### Placing the 4d levels of tungsten from its other core levels

A core level is the energy of an inner electron, counted here from the Fermi energy, the top of the filled metal states. In a label such as 4d3/2, the first number is the shell $n$, the letter gives the orbital angular momentum (s, p, d for 0, 1, 2), and the fraction is the total angular momentum $j$, orbit and spin together. Twelve levels are known below. The question is where they put the two 4d levels.

Core levels of body-centred cubic tungsten, computed with exciting sodium using the revPBE functional and the all-electron LAPW+lo method, without spin polarisation. Energies are Kohn–Sham eigenvalues relative to the Fermi energy; spin–orbit coupling is left out for the valence electrons only. The k-mesh is 12 × 12 × 12, with Fermi–Dirac smearing of 0.05 eV.

| row | core level (eV) | core element | core shell |
| --- | --- | --- | --- |
| 1 | -69397.9 | W | 1s1/2 |
| 2 | -11966.0 | W | 2s1/2 |
| 3 | -11440.7 | W | 2p1/2 |
| 4 | -10087.8 | W | 2p3/2 |
| 5 | -2752.1 | W | 3s1/2 |
| 6 | -2518.6 | W | 3p1/2 |
| 7 | -2226.0 | W | 3p3/2 |
| 8 | -1833.7 | W | 3d3/2 |
| 9 | -1770.1 | W | 3d5/2 |
| 10 | -564.0 | W | 4s1/2 |
| 11 | -467.2 | W | 4p1/2 |
| 12 | -399.4 | W | 4p3/2 |
| 13 | ? | W | 4d3/2 |
| 14 | ? | W | 4d5/2 |

The simplest related system is a tungsten ion with a single electron. With a point nucleus and nobody to screen it, the Dirac equation gives levels of equal $n$ and $j$ the same energy, so 2s1/2 and 2p1/2 would coincide. In the metal they lie 525 eV apart. The gap is the work of the other electrons: an s electron comes closer to the nucleus than a p electron, feels more of its charge and is bound more tightly. The ion serves only to sort the effects, since its levels are far too deep for the outer shells.

Levels that differ only in $j$, such as 2p1/2 and 2p3/2, are split even in the ion, by relativity. (The calculation leaves out spin–orbit coupling for the valence electrons only; the core levels carry this splitting.) It arises close to the nucleus, where screening is weak. The 2p splitting therefore keeps 81% of its value in the ion, while the 2p1/2 level keeps only 55% of its depth. From the third shell to the fourth, the gap between s and p1/2 falls to 41% of its value and the p splitting to 23%, so each needs its own estimate.

**Position of 4d3/2.** The 3p3/2 and 3d3/2 levels share $n$ and $j$, so their gap of 392.3 eV comes from screening. I assume that it shrinks towards the fourth shell as the gap between s and p1/2 does, from 233.5 to 96.8 eV:

$$392.3\ \text{eV}\times\frac{96.8}{233.5}=162.6\ \text{eV},\qquad -399.4\ \text{eV}+162.6\ \text{eV}=-236.8\ \text{eV}.$$

The second step starts from the 4p3/2 level. The shrinking factor is itself not quite constant: it was 0.44 from the second shell to the third and is 0.41 here. That change, applied to the gap, gives an error bar of 12 eV, which is a judgement and not a statistical error.

**Splitting of 4d.** Two arguments bracket it. If the d splitting shrank like the p splitting, it would be 14.7 eV; this should be too much, because a d electron is already more screened and a further loss of charge weighs more. If instead the splitting per eV of depth grew as it does from 3p to 4p, the result would be 10.3 eV. This should be too little, because outer charge lifts a level while hardly changing the force near the nucleus, and the shallow d level is lifted by the larger share.

The forecasts are therefore **−237 ± 12 eV for 4d3/2**, **−224 ± 12 eV for 4d5/2** and a splitting of **12.5 ± 2.2 eV**, the middle of the bracket. A cruder recipe scales the distances between subshell averages, without separating screening from relativity. It puts 4d3/2 near −255 eV, outside the range.

The withheld rows as computed:

| row | core level (eV) | core element | core shell |
| --- | --- | --- | --- |
| 13 | -240.6 | W | 4d3/2 |
| 14 | -228.1 | W | 4d5/2 |

Both levels fall within their ranges, and both lie 3.8 eV deeper than forecast. 4d5/2 was built on 4d3/2 and the splitting came out right, so the misses are equal and count as one test of position, not two. The error sits in the shrinking factor: the gap between p3/2 and d3/2 falls to 0.405 of its third-shell value, slightly below the 0.415 borrowed from s and p1/2.

The splitting agrees with the forecast to the last digit of the table. Only the bracket was argued, however, and its ends are more than 4 eV apart; no step of the reasoning singles out the middle. What the result does support is the direction of both arguments. From the third shell to the fourth the d splitting shrinks more than the p splitting, while the splitting per eV of depth grows more for d than for p.

The recipe with subshell averages lands 14 eV too deep. Its distance from s to p contains a large share of relativistic splitting, which shrinks faster than the screening gap, so its factor comes out too small for the step from p to d. The printed analysis after this text lists each step beside the levels of the one-electron ion.

These energies are Kohn–Sham eigenvalues of the undisturbed metal. A semilocal functional such as revPBE places core eigenvalues too shallow, mainly because each electron partly repels itself, and a photoemission experiment also records how the other electrons respond to the hole. The agreement found here therefore concerns the pattern within one calculation and not measured binding energies. Within that pattern one question stays open: why the gap between p and d shrinks slightly more than the one between s and p. The same comparison for a neighbouring heavy metal would show whether the difference is regular.

Output of the analysis:

```
s-p1/2 gap, third shell over second: 0.4445
s-p1/2 gap, fourth shell over third: 0.4146
forecast gap 4p3/2 to 4d3/2 (eV): 162.6
forecast 4d3/2 level (eV): -236.8
error bar of 4d3/2 (eV): 11.75
upper end of 4d splitting (eV): 14.74
lower end of 4d splitting (eV): 10.26
forecast 4d splitting, midpoint (eV): 12.5
forecast 4d5/2 level (eV): -224.3
error bar of 4d5/2 (eV): 11.96
rival forecast of 4d3/2 from subshell averages (eV): -254.6
fit of core_level on 12 rows: coefficient of guess 1 +/- 1.9e-16; rms 1.32e-11, worst 1 -4.37e-11, leave-one-out rms 2.86e-12
  rows outside the fit (model, value, miss): 13 -236.8, -240.6, 3.83; 14 -224.3, -228.1, 3.83
computed p3/2-d3/2 gap, fourth shell over third: 0.4048
splitting forecast less computed 4d splitting (eV): -0.002438
rival forecast less computed 4d3/2 level (eV): -13.95
Levels against a bare nucleus:
  row  bare level (eV)  depth kept (%)  step from row above (eV)  j splitting kept (% or 0 if no j pair)
    1           -80910           85.77                       n/a                                     n/a
    2           -20645           57.96                     57432                                       0
    3           -20645           55.42                     525.3                                       0
    4           -18979           53.15                      1353                                   81.21
    5            -8984           30.63                      7336                                       0
    6            -8984           28.03                     233.5                                       0
    7            -8488           26.23                     292.6                                   58.97
    8            -8488            21.6                     392.3                                       0
    9            -8346           21.21                      63.6                                   45.02
   10            -4975           11.34                      1206                                       0
   11            -4975           9.392                      96.8                                       0
   12            -4767           8.379                      67.8                                   32.63
   13            -4767           5.047                     158.8                                       0
   14            -4707           4.846                      12.5                                   20.84
```
